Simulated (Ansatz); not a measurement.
# 4-layer 2H-WOS (2H stacking) in a perpendicular field, part 3 of 4

What dipole does a perpendicular field induce in the 4-layer 2H-WOS (2H stacking)? A positive field points along +c.

Ansatz 0.2.0; plane-wave DFT, PBEsol-D3(BJ), Ansatz PAW (the session's first sound run).

So far. Step 7 (Single point, field 0.25 V/Å): The dipole is 0.0749 e·Å, 0.215 e·Å from its value without field. Step 8 (Atoms held, field -0.25 V/Å): The dipole is -0.355 e·Å, -0.215 e·Å from its value without field.

## Step 9: Response, atoms held

This step: plane-wave DFT, PBEsol-D3(BJ), Ansatz PAW; response to a field along the normal, atoms held (Ansatz 0.2.0).

The dipoles give the slope, and the difference of two potentials shows where the field is screened.

This step gave:

```yaml
equivalent_conductor_thickness_p_eps_0ae: 20.52 Å
distance_between_the_outer_atoms: 19.11 Å
```

Dipole of the cell against applied field:

```csv
applied field (V/Å),dipole of the cell (e·Å)
-0.250,-0.355
-0.030,-0.166
0.000,-0.140
0.030,-0.114
0.150,-0.0114
0.250,0.0749
```

Local field over the applied field, running mean. From the potentials at -0.03 and 0.03 V/Å; running mean over 2.5 Å. Table of local field over applied field by z:

```csv
z (Å),local field over applied field
5,0.996
6,0.967
7,0.802
8,0.459
9,0.141
10,0.0267
11,0.0228
12,0.0194
13,0.0253
14,0.0157
15,0.00462
16,0.00346
17,0.00980
18,0.0167
19,0.0146
20,0.00598
21,0.00267
22,0.00875
23,0.0248
24,0.0319
25,0.0177
26,0.0143
27,0.0624
28,0.272
29,0.624
30,0.909
31,0.991
32,0.999
```

The induced electron density oscillates, so the rows of the table below give means over windows of 1 Å about each position, cut where the curve ends. Its maxima inside the range that stand out by 2 % of the span (Å: e/Å³ per V/Å): 8.0: 0.00372, 10.5: 9.8e-4, 13.5: 1.9e-4, 19.0: 1.3e-4, 25.2: 3.2e-4, 26.6: 2.5e-4, 27.3: 5.5e-4, 28.2: -9.7e-4. Its minima: 9.9: -0.00103, 11.1: -2.0e-4, 17.8: -1.2e-4, 23.2: -2.6e-4, 26.1: -4.8e-4, 26.9: -7.7e-4, 27.9: -0.00237, 28.6: -0.00397.

Electrons, planar mean, per unit field. The induced electron density by z; means over each step:

```csv
z (Å),induced electron density (e/Å³ per V/Å)
5,2.1e-5
6,1.8e-4
7,0.00126
8,0.00314
9,0.00102
10,-3.8e-4
11,2.3e-4
12,-1.4e-4
13,4.1e-5
14,1.2e-4
15,1.2e-6
16,3.5e-6
17,-5.8e-5
18,-6.6e-5
19,1.0e-4
20,3.9e-5
21,-2.1e-5
22,-3.5e-5
23,-1.8e-4
24,4.5e-5
25,2.4e-4
26,-1.7e-4
27,-1.3e-4
28,-0.00175
29,-0.00297
30,-5.1e-4
31,-4.2e-5
32,-3.0e-6
```

By hand: between -0.03 and 0.03 V/Å the dipole changes by 0.05146 e·Å, a slope of 0.8577 e·Å²/V. A perfect conductor of thickness t has p = ε₀AEt, so t = 180.95 × 0.8577 / 7.563 = 20.52 Å (e/ε₀ = 180.95 V·Å, A in Å²).

The induced dipole is that of a conductor 20.52 Å thick.

## Step 10: Relaxing in the field, field 0.1 V/Å

This step: plane-wave DFT, PBEsol-D3(BJ), Ansatz PAW (Ansatz 0.2.0).

Now the atoms may follow the field. A weak field makes forces of meV/Å to tens of meV/Å, so the force tolerance is set well below the usual one.

input.yaml

```yaml
crystal:
  lattice:
    - [2.9551627573, 0.0, 0.0]
    - [-1.4775813787, 2.5592460202, 0.0]
    - [0.0, 0.0, 37.1113766605]
  atoms:
    - { symbol: S, position: [0.3333333333, 0.6666666667, 0.2425132348] }
    - { symbol: W, position: [0.0, 0.0, 0.2865279898] }
    - { symbol: O, position: [0.3333333333, 0.6666666667, 0.3180052108] }
    - { symbol: S, position: [0.0, 0.0, 0.3892914847] }
    - { symbol: W, position: [0.3333333333, 0.6666666667, 0.4331683754] }
    - { symbol: O, position: [0.0, 0.0, 0.4646554169] }
    - { symbol: S, position: [0.3333333333, 0.6666666667, 0.5356921294] }
    - { symbol: W, position: [0.0, 0.0, 0.5795682401] }
    - { symbol: O, position: [0.3333333333, 0.6666666667, 0.6110365904] }
    - { symbol: S, position: [0.0, 0.0, 0.6823394351] }
    - { symbol: W, position: [0.3333333333, 0.6666666667, 0.7262672939] }
    - { symbol: O, position: [0.0, 0.0, 0.7574867652] }
kpoints:
  mp_grid: { grid: [12, 12, 1] }
hamiltonian:
  xc: pbesol
  dispersion: d3bj
scf:
  occupations: { method: fermi_dirac, width: 0.02585 }
  convergence: { dr2_threshold: 1.0e-10 }
efield:
  axis: 3
  dipole_correction: true
  ramp_position: 0.9558
  ramp_width: 0.0779
  amplitude: 0.1
relax:
  f_tol: 0.001
  max_steps: 60
output:
  write_potential: true
  write_density: true
  volumetric_format: npy
```

Launch:

```
> ansatz run input.yaml --threads 4 --pin off --max-ram 12288MiB --backend cpu --events-out ev --progress --plain --runs-dir out
```

Numbers of over 12 decimals in the logs are rounded to 6 here.

The log of the run:

```text
[...]
Crystal: 12 atoms, lattice volume = 280.673 Å³
Basis set: ecut = 420 eV, 5381 PW (Γ), exchange–correlation on 40×40×500 points (8 copies of the dense FFT grid, shifted against one another)
Bands: 64, of which v1, the nominal top of the filled ones, is band 52 counted from 1 (51 counted from 0)
Symmetry: 6 space group operations
[...]
k-points: 19 of 144 (time reversal used)
[...]
SCF iter   1: F=—  HF=-46824.121922 eV  |F-HF|=—  |Δ(HF+E_count)|=         —  Δρ=8.26e-2  dr2=2.18e1  ethr=3.10e-3  p=0.088 e·Å  D=5.69e-2 V/Å  ΔV_dip=-2.11 eV  dr2_dipole=2.48e0  V_vac-E_F(+/−)=6.44/5.20 eV  ⟨swp⟩=8.0  Hψ=5868  notcnv=0
[...]
SCF iter  28: F=-46818.690515 eV  HF=-46818.690515 eV  |F-HF|=3.49e-10  |Δ(HF+E_count)|=   1.19e-9  Δρ=8.97e-8  dr2=4.12e-11  ethr=1.00e-12  p=-0.054 e·Å  D=-3.48e-2 V/Å  ΔV_dip=1.29 eV  dr2_dipole=8.09e-15  V_vac-E_F(+/−)=7.09/2.45 eV  ⟨swp⟩=9.1  Hψ=7322  notcnv=0
SCF 1 converged in 28 iterations: F = -46818.690515 eV  dr2 = 4.12e-11
[...]
relax step   1: F+E_penalty+E_count = -46818.69051516 eV  Δ(F+E_penalty+E_count) = +0.000e0 eV  max|allowed force component| = 3.104e-2 eV/Å  Δτ_max = 0.0000 Å  (28 SCF iters, accepted)
[...]
SCF iter  11: F=-46818.690543 eV  HF=-46818.690543 eV  |F-HF|=1.11e-9  |Δ(HF+E_count)|=   4.71e-9  Δρ=9.81e-8  dr2=3.55e-11  ethr=1.00e-12  p=-0.053 e·Å  D=-3.44e-2 V/Å  ΔV_dip=1.28 eV  dr2_dipole=2.04e-12  V_vac-E_F(+/−)=7.08/2.45 eV  ⟨swp⟩=8.9  Hψ=7421  notcnv=0
SCF 2 converged in 11 iterations: F = -46818.690543 eV  dr2 = 3.55e-11
relax step   2: F+E_penalty+E_count = -46818.69054342 eV  Δ(F+E_penalty+E_count) = -2.826e-5 eV  max|allowed force component| = 6.285e-3 eV/Å  Δτ_max = 0.0031 Å  (11 SCF iters, accepted)
SCF iter   1: F=—  HF=-46818.690631 eV  |F-HF|=—  |Δ(HF+E_count)|=         —  Δρ=1.14e-4  dr2=2.43e-5  ethr=7.20e-7  p=-0.053 e·Å  D=-3.44e-2 V/Å  ΔV_dip=1.28 eV  dr2_dipole=5.72e-6  V_vac-E_F(+/−)=7.08/2.45 eV  ⟨swp⟩=2.3  Hψ=2220  notcnv=0  defer=68
[...]
SCF iter  10: F=-46818.690544 eV  HF=-46818.690544 eV  |F-HF|=8.51e-10  |Δ(HF+E_count)|=   7.01e-9  Δρ=7.25e-8  dr2=1.69e-11  ethr=1.00e-12  p=-0.054 e·Å  D=-3.45e-2 V/Å  ΔV_dip=1.28 eV  dr2_dipole=5.92e-12  V_vac-E_F(+/−)=7.08/2.45 eV  ⟨swp⟩=9.1  Hψ=7690  notcnv=0
SCF 3 converged in 10 iterations: F = -46818.690544 eV  dr2 = 1.69e-11
relax step   3: F+E_penalty+E_count = -46818.69054432 eV  Δ(F+E_penalty+E_count) = -9.002e-7 eV  max|allowed force component| = 8.983e-4 eV/Å  Δτ_max = 0.0012 Å  (10 SCF iters, accepted)
[...]
the band table was solved once a step of the walk had ended and its energy, with any forces and stress, was formed, with the checks that follow a solve (6785 applications of the Hamiltonian). They found nothing against the state; the energy, forces and stress were not computed again (output.eigenvalues in the input reference)
[...]
SCF converged after 10 iterations
Free energy (F): -46818.690544 eV
[...]
Internal energy: -46818.687038 eV  (E = F + TS)
E sigma→0 (E₀):  -46818.688791 eV
Entropy (-TS):   -0.003506 eV (-0.292 meV/atom)
Fermi energy:    6.256979 eV
Dipole field:    D = -0.034490 V/Å  (p = -0.053497 e·Å, saw-weighted, corrected)
Work function:   not extracted (applied field tilts the vacuum); planar V_es + V_field profile in the machine report
[...]
--- Forces (eV/Å), atoms counted from 1 ---
  atom   1  S     -0.00000000    -0.00000000    -0.00010602
  atom   2  W     -0.00000000    -0.00000000    -0.00010366
  atom   3  O     -0.00000000    -0.00000000    -0.00044063
  atom   4  S      0.00000000    -0.00000000     0.00079108
  atom   5  W      0.00000000    -0.00000000     0.00013509
  atom   6  O      0.00000000     0.00000000     0.00058262
  atom   7  S     -0.00000000    -0.00000000    -0.00056885
  atom   8  W     -0.00000000     0.00000000    -0.00051252
  atom   9  O     -0.00000000     0.00000000    -0.00036435
  atom  10  S      0.00000000     0.00000000     0.00072748
  atom  11  W      0.00000000     0.00000000    -0.00089822
  atom  12  O      0.00000000    -0.00000000     0.00075899
  max |Σ_I F_I| component: 9.99e-7 eV/Å
--- Band table (eV; the first three rows and the last of 19) ---
  k-point 0: bands = [... 48 lower, 4.4358, 5.1628, 5.7509, 6.4402, 6.9123, 6.9123, 7.4991, 7.4991, ... 8 higher]
  k-point 1: bands = [... 48 lower, 4.3091, 4.9719, 5.5521, 6.2434, 6.8371, 6.9274, 7.3627, 7.4592, ... 8 higher]
  k-point 2: bands = [... 48 lower, 3.8868, 4.4283, 5.0064, 5.7303, 6.6054, 6.9058, 7.1329, 7.4673, ... 8 higher]
  k-point 18: bands = [... 48 lower, 3.5455, 4.1456, 4.7202, 5.3789, 6.2453, 6.8386, 7.4132, 7.6092, ... 8 higher]
--- Relaxed structure (3 steps of the walk, 3 accepted, 0 SCFs on fresh bases) ---
  F+E_penalty+E_count = -46818.69054432 eV   max|allowed force component| = 8.983e-4 eV/Å
  atoms:
    - { symbol: S, position: [0.333333, 0.666667, 0.242494] }
    - { symbol: W, position: [0, -2.7755575615628907e-17, 0.286494] }
    - { symbol: O, position: [0.333333, 0.666667, 0.317955] }
    - { symbol: S, position: [0, -2.7755575615628926e-17, 0.389260] }
    - { symbol: W, position: [0.333333, 0.666667, 0.433137] }
    - { symbol: O, position: [0, -2.775557561562892e-17, 0.464621] }
    - { symbol: S, position: [0.333333, 0.666667, 0.535725] }
    - { symbol: W, position: [0, -2.7755575615628898e-17, 0.579602] }
    - { symbol: O, position: [0.333333, 0.666667, 0.611067] }
    - { symbol: S, position: [0, -2.775557561562892e-17, 0.682385] }
    - { symbol: W, position: [0.333333, 0.666667, 0.726316] }
    - { symbol: O, position: [0, -2.7755575615628926e-17, 0.757496] }
```

The job ended after 52 s (4 threads of Arm Neoverse V1, shared host; peak memory 0.83 GiB).

Hardly anything moved in the relaxation; the energy changed by under 0.2 meV an atom.

Numbers from this step:

```
energy at zero smearing : -46818.6888 eV
dipole along the normal : -0.05350 e·Å
```

The relaxation took 3 steps and lowered the energy by 2.9e-5 eV; the largest force on the free atoms ends at 9.0e-4 eV/Å.

The dipole is -0.0535 e·Å, 0.0865 e·Å from its value without field.

## Step 11: Relaxing in the field, field -0.1 V/Å

The opposite sign, again from the field-free geometry; the difference of the two cancels what relaxes without a field.

input.yaml: that of step 10 with these lines changed.

```diff
@@ -31,3 +31,3 @@
   ramp_width: 0.0779
-  amplitude: 0.1
+  amplitude: -0.1
 relax:
```

The log of the run:

```text
[...]
Crystal: 12 atoms, lattice volume = 280.673 Å³
Basis set: ecut = 420 eV, 5381 PW (Γ), exchange–correlation on 40×40×500 points (8 copies of the dense FFT grid, shifted against one another)
Bands: 64, of which v1, the nominal top of the filled ones, is band 52 counted from 1 (51 counted from 0)
Symmetry: 6 space group operations
[...]
- { symbol: O, position: [0, -2.775557561562892e-17, 0.464622] }
    - { symbol: S, position: [0.333333, 0.666667, 0.535714] }
    - { symbol: W, position: [0, -2.7755575615628907e-17, 0.579590] }
    - { symbol: O, position: [0.333333, 0.666667, 0.611055] }
    - { symbol: S, position: [0, -2.775557561562892e-17, 0.682400] }
    - { symbol: W, position: [0.333333, 0.666667, 0.726326] }
    - { symbol: O, position: [0, -2.775557561562892e-17, 0.757588] }
[key lines of the parts left out:]
SCF converged after 10 iterations
Free energy (F): -46818.718714 eV
Fermi energy:    6.259067 eV
Dipole field:    D = -0.147067 V/Å  (p = -0.228115 e·Å, saw-weighted, corrected)
```

It took 64 s on 4 threads; peak memory 0.83 GiB; 4.1 min of CPU time.

No atom moved by 0.005 Å in the relaxation.

Numbers from this step:

```
energy at zero smearing : -46818.7172 eV
dipole along the normal : -0.2281 e·Å
```

The relaxation took 4 steps and lowered the energy by 6.0e-5 eV; the largest force on the free atoms ends at 2.7e-4 eV/Å.

The dipole is -0.228 e·Å, -0.0881 e·Å from its value without field.

## Step 12: Response, atoms relaxed

This step: plane-wave DFT, PBEsol-D3(BJ), Ansatz PAW; response to a field along the normal, atoms relaxed (Ansatz 0.2.0).

The same analysis on the two relaxed runs holds the ionic part too; their mesh is coarser, so small differences from the held value can come from that.

Numbers from this step:

```
equivalent conductor thickness p/(ε₀AE) : 20.89 Å
distance between the outer atoms        : 19.12 Å
```

Dipole of the cell against applied field:

```csv
applied field (V/Å),dipole of the cell (e·Å)
-0.1000,-0.228
0.1000,-0.0535
```

Local field over the applied field, running mean. From the potentials at -0.1 and 0.1 V/Å; running mean over 2.5 Å. Table of local field over applied field by z:

z (Å), local field over applied field and a bar from the least value:
```
        5      0.996 ##############################
        6      0.968 #############################
        7      0.819 #########################
        8      0.462 ###############
        9      0.187 #######
       10     -0.005 ##
       11     -0.078 
       12      0.014 ###
       13      0.022 ###
       14      0.006 ##
       15      0.007 ##
       16     -0.001 ##
       17     -0.003 ##
       18     -0.008 ##
       19     -0.022 ##
       20      0.001 ##
       21     -0.016 ##
       22     -0.031 #
       23      0.000 ##
       24      0.005 ##
       25     -0.010 ##
       26      0.021 ###
       27      0.086 #####
       28      0.260 #########
       29      0.675 #####################
       30      0.821 #########################
       31      0.990 ##############################
       32      0.999 ##############################
```

The induced electron density oscillates, so the rows of the table below give means over windows of 1 Å about each position, cut where the curve ends. Its maxima inside the range that stand out by 2 % of the span (Å: e/Å³ per V/Å): 7.9: 0.00294, 11.0: 0.00611, 12.2: 0.0135, 15.6: 0.00101, 18.0: -4.4e-5, 20.5: 6.9e-5, 22.0: 0.00280, 23.0: 0.00355, 24.6: 0.00162, 26.6: 0.00299, 27.8: 0.0203. Its minima: 10.1: -0.0115, 11.6: -0.00612, 15.0: -1.2e-4, 16.6: -0.00110, 19.1: -0.00131, 21.1: -0.00345, 22.4: -0.00119, 23.9: 5.0e-4, 26.0: -7.5e-4, 26.9: 4.3e-4, 28.5: -0.0291.

Electrons, planar mean, per unit field. Induced electron density against z; means over each step:

```csv
z (Å),induced electron density (e/Å³ per V/Å)
5,2.0e-5
6,1.7e-4
7,0.00119
8,0.00224
9,9.7e-5
10,-0.00662
11,0.00150
12,0.00543
13,0.00161
14,2.6e-4
15,1.6e-4
16,1.1e-4
17,-4.5e-4
18,-1.3e-4
19,-9.0e-4
20,-3.4e-4
21,-0.00184
22,9.4e-4
23,0.00186
24,8.0e-4
25,8.9e-4
26,4.9e-4
27,0.00314
28,0.00142
29,-0.0114
30,-6.8e-4
31,-4.5e-5
32,-3.2e-6
```

The induced dipole is that of a conductor 20.89 Å thick.

## Step 13: With spin-orbit coupling, k-mesh 12×12×1

This step: plane-wave DFT, PBE, fully relativistic PAW with spin-orbit coupling (Ansatz 0.2.0).

Heavy atoms split their bands by spin-orbit coupling, so this run uses fully relativistic files and two-component states.

input.yaml: that of step 11 with these lines changed.

```diff
@@ -20,8 +20,14 @@
   mp_grid: { grid: [12, 12, 1] }
+  band_path:
+    path: [[0, 0, 0], [0.5, 0, 0], [0.33333333, 0.33333333, 0], [0, 0, 0]]
+    npoints: 16
 hamiltonian:
-  xc: pbesol
-  dispersion: d3bj
+  xc: pbe
+  pseudopotentials: { kind: paw_fr }
+magnetization:
+  noncollinear: true
+  spin_orbit: true
 scf:
   occupations: { method: fermi_dirac, width: 0.02585 }
-  convergence: { dr2_threshold: 1.0e-10 }
+  convergence: { dr2_threshold: 1.0e-09 }
 efield:
@@ -29,8 +35,5 @@
   dipole_correction: true
-  ramp_position: 0.9558
-  ramp_width: 0.0779
-  amplitude: -0.1
-relax:
-  f_tol: 0.001
-  max_steps: 60
+  ramp_position: 0.97
+  ramp_width: 0.06
+  amplitude: 0
 output:
```

The log of the run:

```text
[...]
non-collinear run that drives no moment, with spin-orbit: no starting moment large enough to seed its density (crystal.atoms[].spin), no starting occupations that ask for one, no magnetisation constraint and no magnetic field, so the semilocal B_xc is pinned to zero
Crystal: 12 atoms, lattice volume = 280.673 Å³
Basis set: ecut = 420 eV, 5381 PW (Γ)
Bands: 128, of which v1, the nominal top of the filled ones, is band 104 counted from 1 (103 counted from 0)
Symmetry: 6 space group operations + 6 with time reversal
[...]
k-points: 19 of 144 (time reversal used)
Projection manifold: j_resolved (fully-relativistic pseudo-atomic orbitals)
[...]
SCF iter   1: F=—  HF=-47526.696059 eV  |F-HF|=—  |Δ(HF+E_count)|=         —  Δρ=8.91e-2  dr2=2.46e1  dr2_m=0.00e0 (ungated)  ethr=3.10e-3  |M|=0.00e0 ∫|m|=0.00e0 μB  |m|>n=0.0e0 m-floor=0.0e0 τ_xc=0.0e0  β_m=0.30  p=0.000 e·Å  D=2.47e-8 V/Å  ΔV_dip=-0.00 eV  dr2_dipole=2.23e0  V_vac-E_F(+/−)=5.81/5.81 eV  ⟨swp⟩=8.2  Hψ=13910  notcnv=0
[...]
spin=Noncollinear: Resta preconditioning applied to the charge; magnetization (m_x, m_y, m_z) channels mix plain (no charge-response kernel on spin).
SCF iter   2: F=—  HF=-47522.045021 eV  |F-HF|=—  |Δ(HF+E_count)|=    4.65e0  Δρ=4.12e-2  dr2=1.53e2  dr2_m=0.00e0 (ungated)  ethr=3.10e-3  |M|=0.00e0 ∫|m|=0.00e0 μB  |m|>n=0.0e0 m-floor=0.0e0 τ_xc=0.0e0  β_m=0.30  p=-0.203 e·Å  D=-1.31e-1 V/Å  ΔV_dip=4.85 eV  dr2_dipole=1.40e2  V_vac-E_F(+/−)=8.53/3.68 eV  ⟨swp⟩=3.3  Hψ=4683  notcnv=0  defer=338  recentre
[...]
spin=Noncollinear: LDOS preconditioning applied to the charge; magnetization (m_x, m_y, m_z) channels mix plain (no charge-response kernel on spin).
SCF iter   3: F=—  HF=-47522.777495 eV  |F-HF|=—  |Δ(HF+E_count)|=   7.32e-1  Δρ=5.33e-2  dr2=9.95e0  dr2_m=0.00e0 (ungated)  ethr=3.10e-3  |M|=0.00e0 ∫|m|=0.00e0 μB  |m|>n=0.0e0 m-floor=0.0e0 τ_xc=0.0e0  β_m=0.36  p=-0.013 e·Å  D=-8.14e-3 V/Å  ΔV_dip=0.30 eV  dr2_dipole=1.53e0  V_vac-E_F(+/−)=5.74/5.44 eV  ⟨swp⟩=3.0  Hψ=4541  notcnv=0  defer=250
[...]
SCF iter  22: F=-47520.714872 eV  HF=-47520.714872 eV  |F-HF|=1.96e-9  |Δ(HF+E_count)|=   1.18e-8  Δρ=4.25e-7  dr2=8.93e-10  dr2_m=0.00e0 (ungated)  ethr=1.00e-12  |M|=0.00e0 ∫|m|=0.00e0 μB  |m|>n=0.0e0 m-floor=0.0e0 τ_xc=0.0e0  p=-0.137 e·Å  D=-8.81e-2 V/Å  ΔV_dip=3.27 eV  dr2_dipole=1.21e-13  V_vac-E_F(+/−)=6.42/3.15 eV  ⟨swp⟩=14.2  Hψ=12765  notcnv=0
SCF 1 converged in 22 iterations: F = -47520.714872 eV  dr2 = 8.93e-10
[...]
SCF converged after 22 iterations
Magnetization: |M| = 0.0000 μB,  M = (+0.0000, +0.0000, +0.0000) μB
Absolute magnetization: 0.0000 μB (∫|m|)
  site 0: m = (+0.0000, +0.0000, +0.0000) μB, |m| = 0.0000 μB  (R = 0.97 Å)
  site 1: m = (+0.0000, +0.0000, +0.0000) μB, |m| = 0.0000 μB  (R = 0.85 Å)
  site 2: m = (+0.0000, +0.0000, +0.0000) μB, |m| = 0.0000 μB  (R = 0.85 Å)
  site 3: m = (+0.0000, +0.0000, +0.0000) μB, |m| = 0.0000 μB  (R = 0.97 Å)
  site 4: m = (+0.0000, +0.0000, +0.0000) μB, |m| = 0.0000 μB  (R = 0.85 Å)
  site 5: m = (+0.0000, +0.0000, +0.0000) μB, |m| = 0.0000 μB  (R = 0.85 Å)
  site 6: m = (+0.0000, +0.0000, +0.0000) μB, |m| = 0.0000 μB  (R = 0.97 Å)
  site 7: m = (+0.0000, +0.0000, +0.0000) μB, |m| = 0.0000 μB  (R = 0.85 Å)
  site 8: m = (+0.0000, +0.0000, +0.0000) μB, |m| = 0.0000 μB  (R = 0.85 Å)
  site 9: m = (+0.0000, +0.0000, +0.0000) μB, |m| = 0.0000 μB  (R = 0.97 Å)
  site 10: m = (+0.0000, +0.0000, +0.0000) μB, |m| = 0.0000 μB  (R = 0.85 Å)
  site 11: m = (+0.0000, +0.0000, +0.0000) μB, |m| = 0.0000 μB  (R = 0.85 Å)
Free energy (F): -47520.714872 eV
[...]
Internal energy: -47520.711802 eV  (E = F + TS)
E sigma→0 (E₀):  -47520.713337 eV
Entropy (-TS):   -0.003070 eV (-0.256 meV/atom)
Fermi energy:    6.299759 eV
Dipole field:    D = -0.088057 V/Å  (p = -0.136585 e·Å, saw-weighted, corrected)
Work function:   Φ+ = 6.4162 eV   Φ− = 3.1483 eV
[...]
--- Band table (eV; the first three rows and the last of 19) ---
  k-point 0: bands = [... 100 lower, 5.8138, 5.8138, 6.4716, 6.4716, 6.9713, 6.9713, 7.0708, 7.0708, ... 20 higher]
  k-point 1: bands = [... 100 lower, 5.6075, 5.6316, 6.2708, 6.2893, 6.7984, 6.8767, 7.1567, 7.1649, ... 20 higher]
  k-point 2: bands = [... 100 lower, 5.0761, 5.0888, 5.7667, 5.7856, 6.6356, 6.6639, 6.9920, 7.1161, ... 20 higher]
  k-point 18: bands = [... 100 lower, 4.6128, 4.9898, 5.2484, 5.6299, 6.3302, 6.3437, 6.9046, 6.9200, ... 20 higher]
```

It took 7.1 min on 4 threads; peak memory 3.2 GiB.

Numbers from this step:

```
energy at zero smearing        : -47520.7133 eV
work function, upper face      : 6.416 eV
work function, lower face      : 3.148 eV
dipole along the normal        : -0.1366 e·Å
step between the vacuum levels : 3.268 eV
```

The electronic bands at the labelled points (eV, zero at the Fermi level):

```csv
point,band 101,band 102,band 103,band 104,band 105,band 106,band 107,band 108
Γ,-0.49,-0.49,0.17,0.17,0.67,0.67,0.77,0.77
halfway,-1.87,-1.82,-1.17,-1.13,0.14,0.40,0.75,0.79
M,-1.96,-1.96,-1.26,-1.26,0.86,0.86,1.52,1.52
halfway,-1.79,-1.48,-1.13,-0.82,0.48,0.63,1.07,1.22
K,-1.69,-1.31,-1.05,-0.67,0.03,0.04,0.60,0.62
halfway,-1.98,-1.78,-1.30,-1.09,-0.02,0.20,0.60,0.83
Γ,-0.49,-0.49,0.17,0.17,0.67,0.67,0.77,0.77
```

The work function of the upper face is 6.42 eV.

(Part 3 of 4 ends here.)

[Logs are printed without paths, hosts, clocks, repeated set-up lines and the standing remarks that a program may print on its own settings, such as how far it seeks lower states.]

[Hosts, paths, dates, database ids (printed as entryN), source tags and the programs' standing remarks are cut or masked in the printed files.]

[Maps of the electrostatic potential energy from Ansatz leave out the sawtooth potential of an applied field or a dipole correction, so their vacuum need not be flat; planar profiles and work functions include it.]
